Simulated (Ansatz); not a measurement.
Input, command and steps of an Ansatz relaxation.

```yaml
crystal:
  lattice:
    - [5.2390318067, 0.0, 0.0]
    - [0.0, 5.2390318067, 0.0]
    - [0.0, 0.0, 7.3546565431]
  atoms:
    - { symbol: Si, position: [0.2824258776, 0.2824258776, 0.0] }
    - { symbol: Si, position: [0.2175741224, 0.7824258776, 0.25] }
    - { symbol: Si, position: [0.7175741224, 0.7175741224, 0.5] }
    - { symbol: Si, position: [0.7824258776, 0.2175741224, 0.75] }
    - { symbol: O, position: [0.2451256831, 0.069871485, 0.1623045917] }
    - { symbol: O, position: [0.430128515, 0.7451256831, 0.4123045917] }
    - { symbol: O, position: [0.7548743169, 0.930128515, 0.6623045917] }
    - { symbol: O, position: [0.569871485, 0.2548743169, 0.9123045917] }
    - { symbol: O, position: [0.7451256831, 0.430128515, 0.5876954083] }
    - { symbol: O, position: [0.930128515, 0.7548743169, 0.3376954083] }
    - { symbol: O, position: [0.2548743169, 0.569871485, 0.0876954083] }
    - { symbol: O, position: [0.069871485, 0.2451256831, 0.8376954083] }
basis:
  ecutwfc: 420
kpoints:
  mp_grid: { grid: [6, 6, 4] }
hamiltonian:
  xc: pbe
scf:
  occupations: { method: gaussian, width: 0.02 }
output:
  forces: true
  stress: true
  eigenvalues: true
relax:
  adjacent_minimum: "off"
  f_tol: 0.01
  max_steps: 30
  cell: { stress_tol: 0.1, fix: [volume] }
```

```bash
ansatz run input.yaml --threads 4 --pin off --max-ram 10240MiB --backend cpu --events-out ev --progress --plain --runs-dir out
```

Theory: DFT PBE, scalar-relativistic, plane waves, PAW in Ansatz.

The volume is held at 1.1 times that of the relaxed cell.

Of 6 frames 5 are shown, positions in Å and forces in eV/Å; the SCF threshold varies from step to step. Steps run on the plane waves of an earlier cell, with a Pulay correction in the pressure. The basis is chosen afresh for the last frame, the zero of the energies, and at times for earlier ones too; energy and pressure can step there, also at an unchanged geometry. Where two frames share a geometry here, they differ by under 2 meV/atom and 0.3 GPa.

```xyz
12
Lattice="5.2390 0.0000 0.0000 0.0000 5.2390 0.0000 0.0000 0.0000 7.3547" Properties=species:S:1:pos:R:3:forces:R:3 pbc="T T T" step=1 free_energy_over_end_meV_per_atom=8.98 pressure_GPa=-5.92
Si    1.4796    1.4796    0.0000   -0.0208   -0.0208    0.0000
Si    1.1399    4.0992    1.8387    0.0208   -0.0208    0.0000
Si    3.7594    3.7594    3.6773    0.0208    0.0208    0.0000
Si    4.0992    1.1399    5.5160   -0.0208    0.0208    0.0000
O     1.2842    0.3661    1.1937    0.0123   -0.1477   -0.1909
O     2.2535    3.9037    3.0324    0.1477    0.0123   -0.1909
O     3.9548    4.8730    4.8710   -0.0123    0.1477   -0.1909
O     2.9856    1.3353    6.7097   -0.1477   -0.0123   -0.1909
O     3.9037    2.2535    4.3223    0.0123    0.1477    0.1909
O     4.8730    3.9548    2.4836    0.1477   -0.0123    0.1909
O     1.3353    2.9856    0.6450   -0.0123   -0.1477    0.1909
O     0.3661    1.2842    6.1610   -0.1477    0.0123    0.1909
12
Lattice="5.2347 0.0000 0.0000 0.0000 5.2347 0.0000 0.0000 0.0000 7.3669" Properties=species:S:1:pos:R:3:forces:R:3 pbc="T T T" step=2 free_energy_over_end_meV_per_atom=6.17 pressure_GPa=-5.12
Si    1.4650    1.4650    0.0000    0.0097    0.0097    0.0000
Si    1.1523    4.0824    1.8417   -0.0097    0.0097    0.0000
Si    3.7696    3.7696    3.6835   -0.0097   -0.0097    0.0000
Si    4.0824    1.1523    5.5252    0.0097   -0.0097    0.0000
O     1.2857    0.3463    1.1865    0.0144   -0.0890   -0.2068
O     2.2711    3.9030    3.0282    0.0890    0.0144   -0.2068
O     3.9490    4.8884    4.8699   -0.0144    0.0890   -0.2068
O     2.9636    1.3317    6.7116   -0.0890   -0.0144   -0.2068
O     3.9030    2.2711    4.3387    0.0144    0.0890    0.2068
O     4.8884    3.9490    2.4970    0.0890   -0.0144    0.2068
O     1.3317    2.9636    0.6553   -0.0144   -0.0890    0.2068
O     0.3463    1.2857    6.1805   -0.0890    0.0144    0.2068
12
Lattice="5.2299 0.0000 0.0000 0.0000 5.2299 0.0000 0.0000 0.0000 7.3803" Properties=species:S:1:pos:R:3:forces:R:3 pbc="T T T" step=3 free_energy_over_end_meV_per_atom=3.91 pressure_GPa=-2.45
Si    1.4264    1.4264    0.0000    0.5437    0.5437    0.0000
Si    1.1886    4.0413    1.8451   -0.5437    0.5437    0.0000
Si    3.8036    3.8036    3.6902   -0.5437   -0.5437    0.0000
Si    4.0413    1.1886    5.5352    0.5437   -0.5437    0.0000
O     1.2952    0.2948    1.1433   -0.0691   -0.5317    0.2900
O     2.3202    3.9102    2.9884    0.5317   -0.0691    0.2900
O     3.9347    4.9351    4.8334    0.0691    0.5317    0.2900
O     2.9097    1.3197    6.6785   -0.5317    0.0691    0.2900
O     3.9102    2.3202    4.3919   -0.0691    0.5317   -0.2900
O     4.9351    3.9347    2.5469    0.5317    0.0691   -0.2900
O     1.3197    2.9097    0.7018    0.0691   -0.5317   -0.2900
O     0.2948    1.2952    6.2370   -0.5317   -0.0691   -0.2900
12
Lattice="5.2232 0.0000 0.0000 0.0000 5.2232 0.0000 0.0000 0.0000 7.3993" Properties=species:S:1:pos:R:3:forces:R:3 pbc="T T T" step=4 free_energy_over_end_meV_per_atom=1.24 pressure_GPa=-1.69
Si    1.4151    1.4151    0.0000    0.0477    0.0477    0.0000
Si    1.1965    4.0267    1.8498   -0.0477    0.0477    0.0000
Si    3.8081    3.8081    3.6997   -0.0477   -0.0477    0.0000
Si    4.0267    1.1965    5.5495    0.0477   -0.0477    0.0000
O     1.2958    0.2622    1.1400   -0.0101    0.0945   -0.1827
O     2.3494    3.9074    2.9898   -0.0945   -0.0101   -0.1827
O     3.9274    4.9610    4.8397    0.0101   -0.0945   -0.1827
O     2.8737    1.3158    6.6895    0.0945    0.0101   -0.1827
O     3.9074    2.3494    4.4095   -0.0101   -0.0945    0.1827
O     4.9610    3.9274    2.5597   -0.0945    0.0101    0.1827
O     1.3158    2.8737    0.7098    0.0101    0.0945    0.1827
O     0.2622    1.2958    6.2594    0.0945   -0.0101    0.1827
12
Lattice="5.2327 0.0000 0.0000 0.0000 5.2327 0.0000 0.0000 0.0000 7.3724" Properties=species:S:1:pos:R:3:forces:R:3 pbc="T T T" step=6 free_energy_over_end_meV_per_atom=0.00 pressure_GPa=-1.35
Si    1.4289    1.4289    0.0000    0.0020    0.0020    0.0000
Si    1.1875    4.0453    1.8431   -0.0020    0.0020    0.0000
Si    3.8038    3.8038    3.6862   -0.0020   -0.0020    0.0000
Si    4.0453    1.1875    5.5293    0.0020   -0.0020    0.0000
O     1.2945    0.2634    1.1216   -0.0003    0.0018   -0.0024
O     2.3529    3.9108    2.9647   -0.0018   -0.0003   -0.0024
O     3.9383    4.9693    4.8078    0.0003   -0.0018   -0.0024
O     2.8798    1.3219    6.6509    0.0018    0.0003   -0.0024
O     3.9108    2.3529    4.4077   -0.0003   -0.0018    0.0024
O     4.9693    3.9383    2.5646   -0.0018    0.0003    0.0024
O     1.3219    2.8798    0.7215    0.0003    0.0018    0.0024
O     0.2634    1.2945    6.2508    0.0018   -0.0003    0.0024
```

It took 77 s on 4 threads of Intel(R) Xeon(R) Processor @ 2.50GHz (Skylake/Cascade Lake), with other jobs on the host, peak memory 0.65 GiB.